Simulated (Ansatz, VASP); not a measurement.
# Cross-check of CdS (Greenockite) between VASP and Ansatz, part 2 of 2

Aim: how closely do two programs agree when they are given the same cell, functional and k mesh? The cell is taken from a series of VASP runs on this material, whose earlier steps may have relaxed, scaled or displaced it; both programs get it as it stands.

VASP 6.6.1 and Ansatz 0.2.0.

So far. Step 4 (Side by side): The walks stopped with 0.00 GPa left in Ansatz and 0.03 GPa in VASP; each walk ends within a tolerance, so the volume difference is uncertain by about these residues over the bulk modulus, most in soft cells.

## Step 5: VASP: relaxation of cell and atoms, HSE06

Level of this step: HSE06; plane waves and PAW (Cd, S) (VASP).

The relaxed volume is the usual yardstick between codes: its relative difference is about their pressure difference at one cell divided by the bulk modulus. The cell compared in this pair holds 103.50 Å³, against 96.11 Å³ for the pair before.

The run reads the wave functions of an earlier VASP run, which isn't shown here.

File INCAR:

```
SYSTEM = CdS
PREC = Accurate
ENCUT = 450
EDIFF = 1E-06
NELM = 100
ISMEAR = 0
SIGMA = 0.03
LREAL = .FALSE.
ALGO = Normal
LHFCALC = .TRUE.
AEXX = 0.25
GGA = PE
HFSCREEN = 0.2
LASPH = .TRUE.
NBANDS = 24
PRECFOCK = Fast
LORBIT = 11
LWAVE = .FALSE.
LCHARG = .FALSE.
KPAR = 4
IBRION = 2
NSW = 50
ISIF = 3
EDIFFG = -0.006
```

File POSCAR:

```
CdS
1.0
    4.1910917813      0.0000000000      0.0000000000
   -2.0955458907      3.6295919522      0.0000000000
    0.0000000000      0.0000000000      6.8037073086
Cd S
2 2
Direct
    0.6666666667      0.3333333333      0.5000000000
    0.3333333333      0.6666666667      0.0000000000
    0.6666666667      0.3333333333      0.8750000000
    0.3333333333      0.6666666667      0.3750000000
```

File KPOINTS:

```
Automatic mesh
0
Gamma
4 4 2
0 0 0
```

PAW data sets: Cd and S (PBE family, release 64).

The run is started by

```bash
mpirun -np 4 vasp_std
```

Numbers of over 12 decimals in the logs are rounded to 6 here.

The program printed:

```text
[banner, memory and clock lines left out]
running    4 mpi-ranks, on    1 nodes
[...]
LDA part: xc-table for (Slater+PW92), standard interpolation
 found WAVECAR, reading the header
 POSCAR, INCAR and KPOINTS ok, starting setup
[...]
reading WAVECAR
 the WAVECAR file was read successfully
 initial charge from wavefunction
 entering main loop
       N       E                     dE             d eps       ncg     rms          rms(c)
DAV:   1    -0.152808182179E+02   -0.15281E+02   -0.12741E+00   384   0.976E+00    0.312E+00
DAV:   2    -0.152777974669E+02    0.30208E-02   -0.12350E-01   432   0.375E+00    0.176E+00
DAV:   3    -0.152686627135E+02    0.91348E-02   -0.19936E-02   456   0.126E+00    0.115E+00
DAV:   4    -0.152679195477E+02    0.74317E-03   -0.42927E-03   440   0.452E-01    0.755E-01
DAV:   5    -0.152679052750E+02    0.14273E-04   -0.44178E-04   448   0.141E-01    0.462E-01
DAV:   6    -0.152678594480E+02    0.45827E-04   -0.29780E-05   432   0.440E-02    0.267E-01
DAV:   7    -0.152678414234E+02    0.18025E-04   -0.15178E-05   416   0.235E-02    0.146E-01
DAV:   8    -0.152678373192E+02    0.41042E-05   -0.52543E-06   416   0.134E-02    0.803E-02
DAV:   9    -0.152678366580E+02    0.66121E-06   -0.16830E-06   360   0.830E-03
   1 F= -.15267837E+02 E0= -.15267837E+02  d E =-.152678E+02
[... from here on, the cycles between the ionic steps are left out ...]
   2 F= -.15270291E+02 E0= -.15270291E+02  d E =-.245473E-02
   3 F= -.15270697E+02 E0= -.15270697E+02  d E =-.285996E-02
   4 F= -.15270695E+02 E0= -.15270695E+02  d E =-.285822E-02
   5 F= -.15270803E+02 E0= -.15270803E+02  d E =-.108413E-03
   6 F= -.15270826E+02 E0= -.15270826E+02  d E =-.131589E-03
   7 F= -.15270913E+02 E0= -.15270913E+02  d E =-.866402E-04
   8 F= -.15270942E+02 E0= -.15270942E+02  d E =-.115185E-03
   9 F= -.15270967E+02 E0= -.15270967E+02  d E =-.140770E-03
  10 F= -.15270964E+02 E0= -.15270964E+02  d E =-.137624E-03
[...]
reached required accuracy - stopping structural energy minimisation
```

From OUTCAR (step 5):

```text
  Total       -0.0135296     -0.0135296     -0.0175093      0.0000000      0.0000000      0.0000000
  in kB       -0.2117142     -0.2117142     -0.2739907      0.0000000      0.0000000      0.0000000
  external PRESSURE =      -0.2324730 kB  Pullay stress =       0.0000000 kB

 POSITION                                       TOTAL-FORCE (eV/Angst)
 -----------------------------------------------------------------------------------
      2.08843      1.20576      3.38179         0.000000     -0.000000     -0.000610
     -0.00000      2.41151      6.77011        -0.000000     -0.000000     -0.000610
      2.08843      1.20576      5.93608        -0.000000      0.000000      0.000610
     -0.00000      2.41151      2.54776         0.000000     -0.000000      0.000610
 -----------------------------------------------------------------------------------
    total drift:                                0.000004     -0.000001      0.001218

  FREE ENERGIE OF THE ION-ELECTRON SYSTEM (eV)
  ---------------------------------------------------
  free  energy   TOTEN  =       -15.2709640956 eV

  energy  without entropy=      -15.2709640956  energy(sigma->0) =      -15.27096410

[... 1 part as in an earlier step ...]

[... 3 further parts left out ...]
[key lines of the parts left out:]
E-fermi :   0.5215
```

The k-mesh is coarse for exact exchange; levels may shift by about 0.1 eV on a finer one.

## Step 6: Ansatz: relaxation of cell and atoms, HSE06

The same cell, functional, mesh and smearing now go to Ansatz, which takes its cutoff from its data sets.

The cell is taken from a series of VASP runs on this material, whose earlier steps may have relaxed, scaled or displaced it; both programs get it as it stands.

File input.yaml:

```yaml
crystal:
  lattice:
    - [4.1910917813, 0.0, 0.0]
    - [-2.0955458907, 3.6295919522, 0.0]
    - [0.0, 0.0, 6.8037073086]
  atoms:
    - { symbol: Cd, position: [0.6666666667, 0.3333333333, 0.5] }
    - { symbol: Cd, position: [0.3333333333, 0.6666666667, 0.0] }
    - { symbol: S, position: [0.6666666667, 0.3333333333, 0.875] }
    - { symbol: S, position: [0.3333333333, 0.6666666667, 0.375] }
hamiltonian:
  xc: { exchange: pbe, correlation: pbe, exx: { coeff: 0.25, omega: 0.2 } }
  pseudopotentials: { kind: paw }
kpoints:
  mp_grid: { grid: [4, 4, 2] }
scf:
  occupations: { method: gaussian, width: 0.03 }
relax:
  f_tol: 0.01
  max_steps: 60
  cell: { stress_tol: 0.05 }
output:
  forces: true
  stress: true
```

The run is started by

```bash
ansatz run input.yaml --threads 4 --pin off --max-ram 9216MiB --backend cpu --events-out ev --progress --plain --runs-dir out
```

The program printed:

```text
[...]
Crystal: 4 atoms, lattice volume = 103.498 Å³
Basis set: ecut = 420 eV, 1985 PW (Γ), exchange–correlation on 60×60×96 points (8 copies of the dense FFT grid, shifted against one another)
Bands: 32, of which v1, the nominal top of the filled ones, is band 26 counted from 1 (25 counted from 0)
Symmetry: 12 space group operations
[...]
k-points: 8 of 32
[...]
cell:  # Å, volume = 102.0426 Å³
    - [4.172849, 2.874192454600661e-11, 1.6828917589848995e-18]
    - [-2.086425, 3.613794, -7.148639016811176e-19]
    - [2.7319618747711345e-18, 2.3727921457356335e-19, 6.766832]
  atoms:
    - { symbol: Cd, position: [0.666667, 0.333333, 0.499102] }
    - { symbol: Cd, position: [0.333333, 0.666667, -0.000898413] }
    - { symbol: S, position: [0.666667, 0.333333, 0.875898] }
    - { symbol: S, position: [0.333333, 0.666667, 0.375898] }
[key lines of the parts left out:]
Free energy (F): -18324.383890 eV
Fermi energy:    6.972709 eV
P = ⅓ Tr σ = 0.0135 GPa (0.135 kbar)
```

The job ended after 40 s (4 threads of Arm Neoverse V2, shared host; peak memory 0.95 GiB).

## Step 7: Differences

What differs besides the data sets and the points named for the pairs above, as far as they apply: exact exchange at q = 0 is treated differently, which shows on coarse meshes; VASP keeps PBE cores, Ansatz makes them for the functional; VASP takes a coarser grid for exact exchange (PRECFOCK = Fast). Total energies have different zeros and are not compared.

Compared:

| quantity | Ansatz | VASP | difference |
| --- | --- | --- | --- |
| volume (Å³) | 102.04 | 102.39 | -0.34 % |
| edge a after relaxation, in the typed setting (Å) | 4.173 | 4.177 | -0.10 % |
| edge c after relaxation, in the typed setting (Å) | 6.767 | 6.777 | -0.14 % |

The walks stopped with 0.01 GPa left in Ansatz and -0.02 GPa in VASP; each walk ends within a tolerance, so the volume difference is uncertain by about these residues over the bulk modulus, most in soft cells.

## Step 8: Results

| Item | Value |
| --- | --- |
| difference in volume (relaxation of cell and atoms, LDA) | -0.55 % |
| difference in volume (relaxation of cell and atoms, HSE06) | -0.34 % |

What this shows: The difference in volume is -0.55 % (relaxation of cell and atoms, LDA), within the 1.2 % picked in this series as the mark of a large difference, as far as the stopping tolerances let one tell. How closely two codes agree says nothing of how well the functional describes the real material.

[Lines on the potential files, build, host, timing and source positions are cut from VASP's logs without a mark.]

[Logs are printed without paths, hosts, clocks, repeated set-up lines and the standing remarks that a program may print on its own settings, such as how far it seeks lower states.]

[Hosts, paths, dates, database ids (printed as entryN), source tags and the programs' standing remarks are cut or masked in the printed files.]
